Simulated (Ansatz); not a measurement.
Al:

```
CELL_PARAMETERS angstrom
-1.57590 1.65692 1.65798
1.47948 -1.59764 1.50228
1.61445 1.63620 -1.59870
ATOMIC_POSITIONS crystal
Al 0.00000 0.00000 0.00000
```

The cell isn't the ideal one: cell sheared at random, sigma 0.03, atoms nudged by 0.01 Å.

| Item | Value |
| --- | --- |
| Program | Ansatz 0.2.0 |
| Task | relaxation of cell and atoms |
| Functional | RPBE |
| Dispersion | D3(BJ) |
| Potentials or basis | Ansatz PAW |
| Cutoff | 420 eV (not typed: the program's choice for these potentials) |
| k mesh | 11 × 12 × 12 |
| Occupations | fermi-dirac, width 0.05 eV |
| Spin | no spin polarisation |

At the start: volume 16.08 Å³/atom.

**Question.** Where does the relaxation end?

**Answer.** It ends after 16 steps and the volume is 13.49 Å³/atom (-16.1 %); space group I4/mmm (No. 139, to 0.05 Å).

Step by step:
```tsv
step	energy change (eV)	largest force (eV/Å)	volume (Å³)
1	0.0000	0.0000	16.08
2	-0.1348	0.0000	14.45
3	-0.1696	0.0000	13.40
4	-0.1794	0.0000	13.44
5	-0.2169	0.0000	13.57
6	-0.2616	0.0000	13.44
7	-0.2875	0.0000	13.43
8	-0.2888	0.0000	13.41
9	-0.2915	0.0000	13.45
10	-0.2921	0.0000	13.49
11	-0.2921	0.0000	13.48
12	-0.2921	0.0000	13.48
13	-0.2935	0.0000	13.48
14	-0.2935	0.0000	13.49
15	-0.2935	0.0000	13.49
16	-0.2935	0.0000	13.49
```

Final structure:
```xyz
1
Lattice="-1.3312 1.8716 1.3157 1.3493 -1.8766 1.3587 1.3318 1.8902 -1.3412" Properties=species:S:1:pos:R:3 pbc="T T T"
Al    0.0000    0.0000    0.0000
```

Caveat: the volume moved by over 15 % at a fixed basis, so the end points are rough; the plane-wave basis is chosen anew once the cell has moved, so the energies of steps on either side of that aren't comparable; pairwise dispersion overbinds metals, which lowers pressure and volume; the PAW data sets come from PBE, with cores solved anew for the run's functional, which leaves a small shift of forces and pressure.
